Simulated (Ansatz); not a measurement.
**Ta2C: a strain scan**

The task, for Ta2C: strain the cell along the Voigt pattern (1, 1, 0, 0, 0, 0).

Program: Ansatz 0.2.0. Level of theory: DFT PBEsol, scalar-relativistic, plane waves, PAW. These are calculated values, not measurements.

2 further runs of the same task are left out: 2 set aside as unsound or not needed. Runs told in other sessions of the task aren't counted.

## Step 1: The structure to begin with

It takes space group P-3m1 (No. 164, trigonal). Conventional cell: a = 3.095 Å, b = 3.095 Å, c = 4.921 Å, α = 90.00°, β = 90.00°, γ = 120.00°. Ta (site symmetry 3m) has 3 C at 2.18 Å in its first shell of neighbours. Around C (site symmetry -3m) lie 6 Ta at 2.18 Å.

Coordinates:

```xyz
3
Lattice="3.0953 0.0000 0.0000 -1.5477 2.6806 0.0000 0.0000 0.0000 4.9211" Properties=species:S:1:pos:R:3 pbc="T T T"
Ta    0.0000    1.7871    1.2444
Ta    1.5477    0.8935    3.6767
C     0.0000    0.0000    0.0000
```

It is the result of an earlier relaxation at this level (volume 13.61 Å³/atom; gap on the mesh: none (metal)).

## Step 2: The reference cell

The reference gives a free energy of -19861.6782 eV, pressure 0.00 GPa, largest force 0.005 eV/Å and gap on the mesh none (metal). It was computed beforehand with the settings of the runs below.

## Step 3: Setting up a strain scan

The cell is strained by ε times the Voigt pattern (1, 1, 0, 0, 0, 0) (xx, yy, zz, yz, xz, xy; engineering shear), with fractional coordinates fixed (clamped ions). The stress on the pattern is the sum of the stress components weighted by it, tension positive.

## Step 4: Point ε = -0.1500

The input, input.yaml:

```yaml
crystal:
  lattice:
    - [2.631005597, 0.0, 0.0]
    - [-1.3155027985, 2.2785176845, 0.0]
    - [0.0, 0.0, 4.9210802832]
  atoms:
    - { symbol: Ta, position: [0.3333333333, 0.6666666667, 0.2528761935] }
    - { symbol: Ta, position: [0.6666666667, 0.3333333333, 0.7471238065] }
    - { symbol: C, position: [0.0, 0.0, 0.0] }
basis:
  ecutwfc: 420
kpoints:
  mp_grid: { grid: [18, 18, 10] }
hamiltonian:
  xc: pbesol
scf:
  occupations: { method: gaussian, width: 0.15 }
output:
  forces: true
  stress: true
  eigenvalues: true
```

Run with:

```console
> ansatz run input.yaml --threads 1 --pin off --max-ram 2560MiB --backend cpu --events-out ev --progress --plain --runs-dir out
```

## Step 5: At ε = 0.1125

Changes to input.yaml since step 4:

```diff
@@ -2,4 +2,4 @@
   lattice:
-    - [2.631005597, 0.0, 0.0]
-    - [-1.3155027985, 2.2785176845, 0.0]
+    - [3.4435220313, 0.0, 0.0]
+    - [-1.7217610157, 2.9821775576, 0.0]
     - [0.0, 0.0, 4.9210802832]
@@ -21 +21,5 @@
   eigenvalues: true
+  write_density: true
+  write_potential: true
+  elf: true
+  volumetric_format: npy
```

## Step 6: At ε = -0.0750

Changes to input.yaml since step 5:

```diff
@@ -2,4 +2,4 @@
   lattice:
-    - [3.4435220313, 0.0, 0.0]
-    - [-1.7217610157, 2.9821775576, 0.0]
+    - [2.8631531497, 0.0, 0.0]
+    - [-1.4315765749, 2.4795633625, 0.0]
     - [0.0, 0.0, 4.9210802832]
@@ -21,5 +21 @@
   eigenvalues: true
-  write_density: true
-  write_potential: true
-  elf: true
-  volumetric_format: npy
```

## Step 7: Point ε = 0.0375

Changes to input.yaml since step 6:

```diff
@@ -2,4 +2,4 @@
   lattice:
-    - [2.8631531497, 0.0, 0.0]
-    - [-1.4315765749, 2.4795633625, 0.0]
+    - [3.2113744787, 0.0, 0.0]
+    - [-1.6056872394, 2.7811318796, 0.0]
     - [0.0, 0.0, 4.9210802832]
@@ -21 +21,5 @@
   eigenvalues: true
+  write_density: true
+  write_potential: true
+  elf: true
+  volumetric_format: npy
```

## Step 8: ε = 0.1500

Changes to input.yaml since step 7:

```diff
@@ -2,4 +2,4 @@
   lattice:
-    - [3.2113744787, 0.0, 0.0]
-    - [-1.6056872394, 2.7811318796, 0.0]
+    - [3.5595958077, 0.0, 0.0]
+    - [-1.7797979039, 3.0827003966, 0.0]
     - [0.0, 0.0, 4.9210802832]
@@ -21,5 +21 @@
   eigenvalues: true
-  write_density: true
-  write_potential: true
-  elf: true
-  volumetric_format: npy
```

## Step 9: ε = -0.1125

Changes to input.yaml since step 8:

```diff
@@ -2,4 +2,4 @@
   lattice:
-    - [3.5595958077, 0.0, 0.0]
-    - [-1.7797979039, 3.0827003966, 0.0]
+    - [2.7470793733, 0.0, 0.0]
+    - [-1.3735396867, 2.3790405235, 0.0]
     - [0.0, 0.0, 4.9210802832]
```

## Step 10: ε = 0.0750

Changes to input.yaml since step 9:

```diff
@@ -2,4 +2,4 @@
   lattice:
-    - [2.7470793733, 0.0, 0.0]
-    - [-1.3735396867, 2.3790405235, 0.0]
+    - [3.327448255, 0.0, 0.0]
+    - [-1.6637241275, 2.8816547186, 0.0]
     - [0.0, 0.0, 4.9210802832]
```

## Step 11: At ε = -0.0375

Changes to input.yaml since step 10:

```diff
@@ -2,4 +2,4 @@
   lattice:
-    - [3.327448255, 0.0, 0.0]
-    - [-1.6637241275, 2.8816547186, 0.0]
+    - [2.979226926, 0.0, 0.0]
+    - [-1.489613463, 2.5800862015, 0.0]
     - [0.0, 0.0, 4.9210802832]
```

## Step 12: At ε = 0.1312

Changes to input.yaml since step 11:

```diff
@@ -2,4 +2,4 @@
   lattice:
-    - [2.979226926, 0.0, 0.0]
-    - [-1.489613463, 2.5800862015, 0.0]
+    - [3.5014041545, 0.0, 0.0]
+    - [-1.7507020773, 3.0323049467, 0.0]
     - [0.0, 0.0, 4.9210802832]
```

(Steps that only read results are left out.)

What does the calculation give? Wanted: slope of the stress at ε = 0, over ±0.0375.

The runs gave:

| quantity | value |
| --- | --- |
| slope of the stress at ε = 0, over ±0.0375 | 1405 GPa |

What this shows: From the stress slope, C11 + C22 + 2 C12 is about 1405 GPa with the ions clamped; letting the atoms relax could not make it stiffer. The step is wide, so higher orders mix in. No sampled point lies below the undisturbed cell. Compression costs more than tension: 1914.7 against 912.1 meV/atom at the ends. Spin-orbit coupling is left out for Ta.
